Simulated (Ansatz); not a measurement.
Zone-centre phonons of TlBr at 30 GPa: input and output

The calculation used DFT LDA, scalar-relativistic, plane waves, PAW (Ansatz 0.2.0).

Launched with:
```bash
ansatz run input.yaml --threads 1 --pin off --max-ram 1228MiB --backend cpu --events-out ev --progress --plain --runs-dir out
```

Input (bare energies are in eV):
```yaml
crystal:
  lattice:
    - [3.3995949275, 0.0, 0.0]
    - [0.0, 3.3995949275, 0.0]
    - [0.0, 0.0, 3.3995949275]
  atoms:
    - { symbol: Tl, position: [0.0, 0.0, 0.0] }
    - { symbol: Br, position: [0.5, 0.5, 0.5] }
basis:
  ecutwfc: 420
kpoints:
  mp_grid: { grid: [12, 12, 12] }
hamiltonian:
  xc: lda
scf:
  occupations: { method: fermi_dirac, width: 0.15 }
output:
  eigenvalues: true
phonons:
  method: dfpt
  eigenvectors: true
```

The end of the output:
```
--- Phonons (Γ-DFPT): 2 representative perturbations + reference, on 196 of 1728 k-points (Σ response iterations 6) ---
  k mesh reduced under 8 symmetry operations, with k and −k counted as one. Each operation leaves every solved perturbation unchanged. A smaller set is not used because it would not reduce the number of displacements ...
  ASR residual: 1.008e-4 → 0.000e0 eV/Å²; symmetrization residual: 6.309e-6 eV/Å²
  ASR residual per site (eV/Å²): 1.01e-4 3.67e-5
  Γ frequencies (cm⁻¹): 0.00 0.00 0.00 144.77 144.77 144.77
  non-analytic LO–TO correction: not included (Born effective charges unavailable; polar crystals: no LO–TO splitting at Γ)
```

Time: 12 s on 1 thread of Intel(R) Xeon(R) 6975P-C (Granite Rapids), with other jobs on the host, peak memory 0.6 GiB.

In a metal, frequencies and elastic constants depend on the k mesh and the smearing, soft modes and shear constants most. Spin–orbit coupling is left out, which matters for heavy elements. Other phases may be more stable at this pressure. A semilocal functional can close a gap that the real compound has.